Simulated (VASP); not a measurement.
A VASP 6.6.1 single-point calculation on KTaO₃

INCAR

```
ENCUT = 520
SIGMA = 0.02
NBANDS = 27
EDIFF = 1E-7
LDAUJ = 0 0 0
LDAUTYPE = 2
LREAL = .FALSE.
LWAVE = .FALSE.
LDAUU = 0 4.0 0
LDAUL = -1 2 -1
GGA = PE
NELM = 73
PREC = Accurate
LMAXMIX = 4
LDAU = .TRUE.
LCHARG = .FALSE.
IBRION = -1
LASPH = .TRUE.
NSW = 0
ISMEAR = -1
ISIF = 2
```

KPOINTS

```
KPOINTS created by Atomic Simulation Environment
0
Gamma
6 6 6
0 0 0
```

POSCAR

```
K  Ta O
 1.0000000000000000
     3.9901309585647784    0.0000000000000000    0.0000000000000000
    -0.0000000000000000    3.9901309585647784    0.0000000000000000
     0.0000000000000000    0.0000000000000000    3.9901309585647784
 K   Ta  O
   1   1   3
Cartesian
  1.9950654792823890  1.9950654792823890  1.9950654792823890
 -0.0000000000000000 -0.0000000000000000 -0.0000000000000000
  1.9950654792823890  0.0000000000000000  0.0000000000000000
 -0.0000000000000000  1.9950654792823890 -0.0000000000000000
  0.0000000000000000  0.0000000000000000  1.9950654792823890
```

The recommended PBE PAW datasets give the neutral cell 38 valence electrons.

Command

```
mpirun -np 1 vasp_std
```

**Question.** Predict the outcome of this run.

**Answer.** It converged. Results: gap between bands v and c on the k mesh 2.72 eV; least direct gap on the k mesh 3.40 eV; pressure 9.8 GPa. Band v is the last that the valence electrons fill when counted band by band, and c is the next.

OSZICAR

```
N       E                     dE             d eps       ncg     rms          rms(c)
DAV:   1     0.326264294244E+03    0.32626E+03   -0.20781E+04  1080   0.141E+03
DAV:   2    -0.286097321885E+02   -0.35487E+03   -0.34578E+03  1303   0.408E+02
DAV:   3    -0.465210719756E+02   -0.17911E+02   -0.17833E+02  1501   0.885E+01
DAV:   4    -0.471895627442E+02   -0.66849E+00   -0.66774E+00  1776   0.105E+01
DAV:   5    -0.471931777817E+02   -0.36150E-02   -0.36147E-02  1392   0.864E-01    0.348E+01
DAV:   6    -0.380936889422E+02    0.90995E+01   -0.36707E+01  1316   0.407E+01    0.134E+01
DAV:   7    -0.379683299931E+02    0.12536E+00   -0.16681E+00  1399   0.788E+00    0.842E+00
DAV:   8    -0.379102951681E+02    0.58035E-01   -0.45969E-01  1318   0.522E+00    0.180E+00
DAV:   9    -0.378987223127E+02    0.11573E-01   -0.34124E-02  1360   0.131E+00    0.316E-01
DAV:  10    -0.378986855986E+02    0.36714E-04   -0.84283E-03  1506   0.630E-01    0.627E-02
DAV:  11    -0.378987150182E+02   -0.29420E-04   -0.37944E-04  1426   0.134E-01    0.331E-02
DAV:  12    -0.378987341620E+02   -0.19144E-04   -0.34456E-05  1486   0.453E-02    0.840E-03
DAV:  13    -0.378987341979E+02   -0.35890E-07   -0.28293E-06  1447   0.110E-02    0.336E-03
DAV:  14    -0.378987340901E+02    0.10780E-06   -0.32452E-07  1244   0.373E-03    0.743E-04
DAV:  15    -0.378987341047E+02   -0.14615E-07   -0.22118E-08   955   0.118E-03
   1 F= -.37898734E+02 E0= -.37898734E+02  d E =-.434967E-12
```

For comparison, a separate PBE run of the intended cell, on usual settings and not on those above, gives a gap of 2.17 eV on its mesh and a pressure of 5.8 GPa.
